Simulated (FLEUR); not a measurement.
Here is a FLEUR MaX-R8.1 (later development tree) calculation.

File inp.xml:

```xml
<?xml version="1.0" encoding="UTF-8" standalone="no"?>
<fleurInput fleurInputVersion="0.39">
   <comment>
      Ga                                                                                                  
   </comment>
   <calculationSetup>
      <cutoffs Kmax="4.14" Gmax="12.8" GmaxXC="12.8" numbands="0"/>
      <scfLoop itmax="60" minDistance="0.00001" maxIterBroyd="15" imix="Anderson" alpha="0.05" precondParam="0.0" spinf="2.0" sdNocoIR="T"/>
      <coreElectrons ctail="T" frcor="F" kcrel="0" coretail_lmax="0"/>
      <xcFunctional name="PBEs" relativisticCorrections="F"/>
      <magnetism jspins="1"/>
      <soc l_soc="F" theta="0.0" phi="0.0" spav="F"/>
      <expertModes spex="0" secvar="F"/>
      <geometryOptimization l_f="F" forcealpha="1.0" forcemix="BFGS" epsdisp="0.00001" epsforce="0.00001"/>
      <ldaU l_linMix="F" mixParam="0.05" spinf="1.0"/>
   </calculationSetup>
   <cell>
      <bzIntegration valenceElectrons="42.0" mode="hist" fermiSmearingEnergy="0.00183747">
         <kPointListSelection listName="default-1"/>
         <!-- k-points included here -->
         <xi:include xmlns:xi="http://www.w3.org/2001/XInclude" href="kpts.xml"> </xi:include>
      </bzIntegration>
      <!-- symmetry operations included here -->
      <xi:include xmlns:xi="http://www.w3.org/2001/XInclude" href="sym.xml"> </xi:include>
      <bulkLattice scale="1.0">
         <bravaisMatrix>
            <row-1>    5.2504567990011290     0.0000000000000000     0.0000000000000000</row-1>
            <row-2>    0.0000000000000000     6.2013418611799951     0.0000000000000000</row-2>
            <row-3>   -2.5387168436244982     0.0000000000000000     7.5405234655447311</row-3>
         </bravaisMatrix>
      </bulkLattice>
   </cell>
   <atomSpecies>
      <species name="Gallium (Ga)" element="Ga" atomicNumber="31">
         <mtSphere radius="2.37" gridPoints="783" logIncrement="0.016"/>
         <atomicCutoffs lmax="9" lnonsphr="9"/>
         <electronConfig flipSpins="F">
            <coreConfig>(1s1/2) (2s1/2) (2p1/2) (2p3/2)</coreConfig>
            <valenceConfig>(3s1/2) (3p1/2) (3p3/2) (4s1/2) (3d3/2) (3d5/2) (4p1/2) (4p3/2)</valenceConfig>
            <stateOccupation state="(4p1/2)" spinUp="0.166667" spinDown="0.166667"/>
            <stateOccupation state="(4p3/2)" spinUp="0.333333" spinDown="0.333333"/>
         </electronConfig>
         <energyParameters s="4" p="4" d="3" f="4"/>
         <lo type="SCLO" l="0" n="3" eDeriv="0"/>
         <lo type="SCLO" l="1" n="3" eDeriv="0"/>
         <lo type="SCLO" l="1" n="3" eDeriv="1"/>
         <lo type="HELO" l="2" n="4" eDeriv="0"/>
         <lo type="HELO" l="2" n="4" eDeriv="1"/>
         <lo type="SCLO" l="3" n="4" eDeriv="2"/>
      </species>
   </atomSpecies>
   <atomGroups>
      <atomGroup species="Gallium (Ga)">
         <relPos label="                   1">.1345962700 -1.000/4.000 -.2298331700</relPos>
         <relPos label="                   2">-.1345962700 1.000/4.000 .2298331700</relPos>
         <force calculate="T" relaxXYZ="TTT"/>
      </atomGroup>
   </atomGroups>
   <output dos="F" band="F" slice="F">
      <checks vchk="F" cdinf="F"/>
      <bandDOS minEnergy="-.5*Htr" maxEnergy="0.5*Htr" sigma="0.015" storeEVData="T"/>
      <vacuumDOS vacdos="F" integ="F" star="F" nstars="0" locx1="0.0" locy1="0.0" locx2="0.0" locy2="0.0" nstm="0" tworkf="0.0"/>
      <unfoldingBand unfoldBand="F" supercellX="1" supercellY="1" supercellZ="1"/>
      <plotting iplot="0" polar="F">
         <plot TwoD="T" vec1="  1.0  0.0  0.0" vec2="  0.0  1.0  0.0" vec3="  0.0  0.0  1.0" zero="  0.0  0.0  0.0" file="plot"/>
      </plotting>
      <chargeDensitySlicing numkpt="0" minEigenval="0.0" maxEigenval="0.0" nnne="0" pallst="F"/>
      <specialOutput eonly="F"/>
      <moessbauerParams electricFieldGradient="T" isomerShift="T" coreHyperfine="T" valenceHyperfine="T"/>
      <magneticCircularDichroism mcd="F" energyLo="-10.0" energyUp="0.0"/>
   </output>
  <!-- We include the file relax.xml here to enable relaxations (see documentation) -->
  <xi:include xmlns:xi="http://www.w3.org/2001/XInclude" href="relax.xml"> <xi:fallback/> </xi:include>
</fleurInput>
```

crystal.txt

```
Ga
&input cartesian=F /
2.7784220849  0.0000000000  0.0000000000
0.0000000000  3.2816087900  0.0000000000
-1.3434310986  0.0000000000  3.9902731763
1.8897261246
1.0 1.0 1.0

2
31 0.1345962700  0.7500000000  0.7701668300
31 0.8654037300  0.2500000000  0.2298331700

&kpt div1=10 div2=8 div3=7 gamma=T /
```

File inp.xml (bands):

```
<?xml version="1.0" encoding="UTF-8" standalone="no"?>
<fleurInput fleurInputVersion="0.39">
   <comment>
      Ga                                                                                                  
   </comment>
   <calculationSetup>
      <cutoffs Kmax="4.14" Gmax="12.8" GmaxXC="12.8" numbands="0"/>
      <scfLoop itmax="60" minDistance="0.00001" maxIterBroyd="15" imix="Anderson" alpha="0.05" precondParam="0.0" spinf="2.0" sdNocoIR="T"/>
      <coreElectrons ctail="T" frcor="F" kcrel="0" coretail_lmax="0"/>
      <xcFunctional name="PBEs" relativisticCorrections="F"/>
      <magnetism jspins="1"/>
      <soc l_soc="F" theta="0.0" phi="0.0" spav="F"/>
      <expertModes spex="0" secvar="F"/>
      <geometryOptimization l_f="F" forcealpha="1.0" forcemix="BFGS" epsdisp="0.00001" epsforce="0.00001"/>
      <ldaU l_linMix="F" mixParam="0.05" spinf="1.0"/>
   </calculationSetup>
   <cell>
      <bzIntegration valenceElectrons="42.0" mode="hist" fermiSmearingEnergy="0.00183747">
         <kPointListSelection listName="path-1"/>
         <!-- k-points included here -->
         <xi:include xmlns:xi="http://www.w3.org/2001/XInclude" href="kpts.xml"> </xi:include>
      </bzIntegration>
      <!-- symmetry operations included here -->
      <xi:include xmlns:xi="http://www.w3.org/2001/XInclude" href="sym.xml"> </xi:include>
      <bulkLattice scale="1.0">
         <bravaisMatrix>
            <row-1>    5.2504567990011290     0.0000000000000000     0.0000000000000000</row-1>
            <row-2>    0.0000000000000000     6.2013418611799951     0.0000000000000000</row-2>
            <row-3>   -2.5387168436244982     0.0000000000000000     7.5405234655447311</row-3>
         </bravaisMatrix>
      </bulkLattice>
   </cell>
   <atomSpecies>
      <species name="Gallium (Ga)" element="Ga" atomicNumber="31">
         <mtSphere radius="2.37" gridPoints="783" logIncrement="0.016"/>
         <atomicCutoffs lmax="9" lnonsphr="9"/>
         <electronConfig flipSpins="F">
            <coreConfig>(1s1/2) (2s1/2) (2p1/2) (2p3/2)</coreConfig>
            <valenceConfig>(3s1/2) (3p1/2) (3p3/2) (4s1/2) (3d3/2) (3d5/2) (4p1/2) (4p3/2)</valenceConfig>
            <stateOccupation state="(4p1/2)" spinUp="0.166667" spinDown="0.166667"/>
            <stateOccupation state="(4p3/2)" spinUp="0.333333" spinDown="0.333333"/>
         </electronConfig>
         <energyParameters s="4" p="4" d="3" f="4"/>
         <lo type="SCLO" l="0" n="3" eDeriv="0"/>
         <lo type="SCLO" l="1" n="3" eDeriv="0"/>
         <lo type="SCLO" l="1" n="3" eDeriv="1"/>
         <lo type="HELO" l="2" n="4" eDeriv="0"/>
         <lo type="HELO" l="2" n="4" eDeriv="1"/>
         <lo type="SCLO" l="3" n="4" eDeriv="2"/>
      </species>
   </atomSpecies>
   <atomGroups>
      <atomGroup species="Gallium (Ga)">
         <relPos label="                   1">.1345962700 -1.000/4.000 -.2298331700</relPos>
         <relPos label="                   2">-.1345962700 1.000/4.000 .2298331700</relPos>
         <force calculate="T" relaxXYZ="TTT"/>
      </atomGroup>
   </atomGroups>
   <output dos="F" band="T" slice="F">
      <checks vchk="F" cdinf="F"/>
      <bandDOS minEnergy="-.5*Htr" maxEnergy="0.5*Htr" sigma="0.015" storeEVData="T"/>
      <vacuumDOS vacdos="F" integ="F" star="F" nstars="0" locx1="0.0" locy1="0.0" locx2="0.0" locy2="0.0" nstm="0" tworkf="0.0"/>
      <unfoldingBand unfoldBand="F" supercellX="1" supercellY="1" supercellZ="1"/>
      <plotting iplot="0" polar="F">
         <plot TwoD="T" vec1="  1.0  0.0  0.0" vec2="  0.0  1.0  0.0" vec3="  0.0  0.0  1.0" zero="  0.0  0.0  0.0" file="plot"/>
      </plotting>
      <chargeDensitySlicing numkpt="0" minEigenval="0.0" maxEigenval="0.0" nnne="0" pallst="F"/>
      <specialOutput eonly="F"/>
      <moessbauerParams electricFieldGradient="T" isomerShift="T" coreHyperfine="T" valenceHyperfine="T"/>
      <magneticCircularDichroism mcd="F" energyLo="-10.0" energyUp="0.0"/>
   </output>
  <!-- We include the file relax.xml here to enable relaxations (see documentation) -->
  <xi:include xmlns:xi="http://www.w3.org/2001/XInclude" href="relax.xml"> <xi:fallback/> </xi:include>
</fleurInput>
```

Potentials or basis: all-electron, FLAPW.

The run is started by

```console
$ inpgen -f crystal.txt -profile fastHighL
$ # inp.xml edited to the form shown
$ fleur_MPI -warn_only
$ fleur_MPI -warn_only   # second run, on inp.xml (bands)
```

**Question.** Estimate the band gap along the path.

**Answer.** None (metal or under the smearing width).

Levels at the corners of the path, in eV from the Fermi level:
```csv
point,band 18,band 19,band 20,band 21,band 22,band 23,band 24,band 25
Γ,-14.58,-11.40,-2.07,-1.44,1.82,5.60,9.18,10.34
Y,-14.64,-9.39,-8.49,4.03,5.08,6.17,6.42,7.18
H,-14.60,-5.61,-5.45,-3.91,4.18,4.86,6.73,7.87
C,-14.61,-6.15,-5.27,-1.57,-0.03,6.30,6.87,8.64
E,-14.61,-2.80,-2.80,-1.71,-1.71,1.96,1.96,4.39
M1,-14.61,-2.44,-2.44,-1.93,-1.93,0.25,0.25,7.90
A,-14.61,-2.90,-2.90,-1.72,-1.72,2.18,2.18,4.57
X,-14.61,-6.26,-5.28,-1.39,0.21,6.19,6.60,8.71
H1,-14.60,-5.61,-5.45,-3.91,4.18,4.86,6.73,7.87
M,-14.61,-2.44,-2.44,-1.93,-1.93,0.25,0.25,7.90
D,-14.72,-6.01,-6.01,-4.38,-4.38,10.73,10.73,12.09
Z,-14.65,-7.82,-7.82,1.74,1.74,2.69,2.69,11.53
Y,-14.64,-9.39,-8.49,4.03,5.08,6.17,6.42,7.18
D,-14.72,-6.01,-6.01,-4.38,-4.38,10.73,10.73,12.09
```
